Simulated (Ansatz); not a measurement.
**CdS: equation of state**

One table from this session's results is given with a row withheld; the runs are named, their logs left out.

Program: Ansatz 0.2.0. Level of theory: DFT PBE, scalar-relativistic. These are calculated values, not measurements.

## Starting point

The structure is hexagonal, space group P6_3mc (No. 186). The conventional cell has a = 4.135 Å, b = 4.135 Å, c = 6.749 Å, α = 90.00°, β = 90.00°, γ = 120.00°. Around Cd (site symmetry 3m) lie 4 S at 2.51 to 2.60 Å. Around S (site symmetry 3m) lie 4 Cd at 2.51 to 2.60 Å.

Structure file:

```
CELL_PARAMETERS angstrom
4.13480 0.00000 0.00000
-2.06740 3.58084 0.00000
0.00000 0.00000 6.74900
ATOMIC_POSITIONS crystal
Cd 0.33333 0.66667 0.00000
Cd 0.66667 0.33333 0.50000
S 0.33333 0.66667 0.38500
S 0.66667 0.33333 0.88500
```

Atoms are numbered in the order of the input: Cd1, Cd2, S3, S4.

The first run:

input.yaml

```yaml
crystal:
  lattice:
    - [4.0789166881, 0.0, 0.0]
    - [-2.0394583441, 3.5324454719, 0.0]
    - [0.0, 0.0, 6.6577861159]
  atoms:
    - { symbol: Cd, position: [0.3333333333, 0.6666666667, 0.0] }
    - { symbol: Cd, position: [0.6666666667, 0.3333333333, 0.5] }
    - { symbol: S, position: [0.3333333333, 0.6666666667, 0.385] }
    - { symbol: S, position: [0.6666666667, 0.3333333333, 0.885] }
kpoints:
  mp_grid: { grid: [7, 7, 4] }
  band_path:
    path:
      - [0.0, 0.0, 0.0]
      - [0.5, 0.0, 0.0]
      - [0.3333333333, 0.3333333333, 0.0]
      - [0.0, 0.0, 0.0]
      - [0.0, 0.0, 0.5]
      - [0.5, 0.0, 0.5]
      - [0.3333333333, 0.3333333333, 0.5]
      - [0.0, 0.0, 0.5]
      - [0.5, 0.0, 0.5]
    npoints: 5
scf:
  occupations: { method: fermi_dirac, width: 0.01 }
hamiltonian:
  xc: pbe
  pseudopotentials: { kind: all_electron, lapw: { basis_error: 0.001 } }
output:
  forces: true
  stress: true
  eigenvalues: true
```

Run with:

```
$ ansatz run input.yaml --threads 1 --pin off --max-ram 4096MiB --backend cpu --events-out ev --progress --plain --runs-dir out
```

Steps of the session up to this table: Volume × 0.96, LAPW; Volume × 0.96, PAW; Volume × 0.96, crystal datasets; Volume × 0.99, LAPW; Volume × 0.99, PAW; Volume × 0.99, crystal datasets; Volume × 1.02, LAPW; Volume × 1.02, PAW; Volume × 1.02, crystal datasets; Volume × 1.06, LAPW; Volume × 1.06, PAW; Volume × 1.06, crystal datasets.

One of the session's tables, all rows but one given; the rest of the session is left out.

It belongs to the step «Fits». 

| method | volume (Å³/atom) | pressure (GPa) | gap on the k mesh (eV) | largest force (eV/Å) |
| --- | --- | --- | --- | --- |
| LAPW | 23.982 | 5.44 | 1.32 | 0.305 |
| LAPW | 24.732 | ? | ? | ? |
| LAPW | 25.481 | 1.34 | 1.18 | 0.242 |
| LAPW | 26.480 | -0.75 | 1.09 | 0.207 |
| PAW | 23.982 | 5.40 | 1.32 | 0.304 |
| PAW | 24.732 | 3.19 | 1.25 | 0.271 |
| PAW | 25.481 | 1.31 | 1.18 | 0.241 |
| PAW | 26.480 | -0.78 | 1.09 | 0.206 |
| crystal datasets | 23.982 | 5.44 | 1.32 | 0.305 |
| crystal datasets | 24.732 | 3.22 | 1.25 | 0.271 |
| crystal datasets | 25.481 | 1.33 | 1.18 | 0.242 |
| crystal datasets | 26.480 | -0.75 | 1.09 | 0.207 |

Q: Estimate the row for LAPW, 24.732 from the others.

As computed: pressure (GPa): 3.22; gap on the k mesh (eV): 1.25; largest force (eV/Å): 0.272.

Caveats from the session: Shape and positions are held, so a fully relaxed modulus can be lower. Warnings in the runs' records: gradients without spin orbit, crystal datasets made.
